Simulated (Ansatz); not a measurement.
Crystal: Eu.

```
Eu
1.0
    -2.30300    2.30300    2.30300
     2.30300   -2.30300    2.30300
     2.30300    2.30300   -2.30300
Eu
1
Direct
  0.00000 0.00000 0.00000
```

* Program: Ansatz 0.2.0
* Task: single point
* Functional: PBE
* Potentials or basis: Ansatz PAW
* Cutoff: 420 eV (not typed: the program's choice for these potentials)
* k mesh: 8 × 8 × 8
* Occupations: fermi-dirac, width 0.05 eV
* Spin: collinear spin, ferromagnetic start
* Starting moments: [7.0] μB

On this cell: pressure -1.6 GPa; net moment 7.37 μB per cell; site moments Eu +7.10 μB; band gap on the k mesh none (metal or under the smearing width).

The same run follows on a disturbed copy (cell strained at random at fixed volume):

```xyz
1
Lattice="-2.3423 2.2599 2.3128 2.3089 -2.2840 2.3035 2.3461 2.2878 -2.3369" Properties=species:S:1:pos:R:3 pbc="T T T"
Eu    0.0180   -0.0570   -0.0288
```

**Question.** What does the disturbed cell give?

**Answer.** The energy (extrapolated to zero smearing) moves by +0.7 meV/atom; pressure -1.6 GPa; net moment 7.37 μB per cell; site moments Eu +7.09 μB; band gap on the k mesh none (metal or under the smearing width).

Stress tensor (GPa, compression positive):
```
-1.60 -0.02  0.18
-0.02 -1.54  0.13
 0.18  0.13 -1.59
```

Caveats: spin-orbit coupling is left out, which moves the levels of the heavy elements.
